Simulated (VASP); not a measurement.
Wanted: the native input for a VASP 6.6.1 run.

```
Task                   : relaxation of cell and atoms
Functional             : PBE
Dispersion             : D3(BJ)
Potentials or basis    : VASP PAW PBE potentials, release 64 (B, N)
Cutoff                 : 520 eV
k mesh                 : 6 × 6 × 2
Occupations            : gaussian, width 0.02 eV
Spin                   : no spin polarisation
Further INCAR settings : ALGO = Normal; EDIFF = 1e-07; IBRION = 2; EDIFFG = -0.002; NSW = 80; ISIF = 3
```

The structure of BN lies in POSCAR:

```
BN
1.0
    2.4982400000      0.0000000000      0.0000000000
   -1.2491200000      2.1635393000      0.0000000000
    0.0000000000      0.0000000000      6.6357000000
B N
2 2
Direct
    0.3333333300      0.6666666700      0.2500000000
    0.6666666700      0.3333333300      0.7500000000
    0.3333333300      0.6666666700      0.7500000000
    0.6666666700      0.3333333300      0.2500000000
```

One way to write it, as run:

INCAR

```
PREC = Accurate
ENCUT = 520
EDIFF = 1E-7
ISMEAR = 0
SIGMA = 0.02
LREAL = False
LASPH = True
NELM = 60
ALGO = Normal
ISIF = 3
LWAVE = False
LCHARG = False
GGA = PE
IVDW = 12
IBRION = 2
NSW = 80
EDIFFG = -0.002
KPAR = 4
```

KPOINTS

```
Automatic mesh
0
Gamma
  6 6 2
```

Potentials or basis: VASP PAW PBE potentials, release 64 (B, N).

Launch:

```bash
$ cat potpaw_PBE.64/B/POTCAR potpaw_PBE.64/N/POTCAR > POTCAR
$ mpirun -np 4 vasp_std > vasp.out
```

It gave:

* Relaxed volume: 8.97 Å³/atom
* Relaxed cell: a = 2.507 Å, b = 2.507 Å, c = 6.596 Å, α = 90.00°, β = 90.00°, γ = 120.00°
* Space group after relaxing (to 0.05 Å): P6_3/mmc (No. 194)
* Energy gained by relaxing: 0.7 meV/atom
* Ionic steps: 11
* Pressure after relaxing: 0.0 GPa
* Band gap on the k mesh: 4.26 eV, indirect (least direct gap 4.63 eV)
* Dispersion energy per atom: -0.142 eV

Caveat: the k mesh is coarse (spacing up to 0.48 Å⁻¹), so the values aren't converged.

Run time: 21 s on 4 MPI ranks on Intel(R) Xeon(R) Platinum 8488C (Sapphire Rapids) (shared host), peak memory 0.15 GiB a rank.
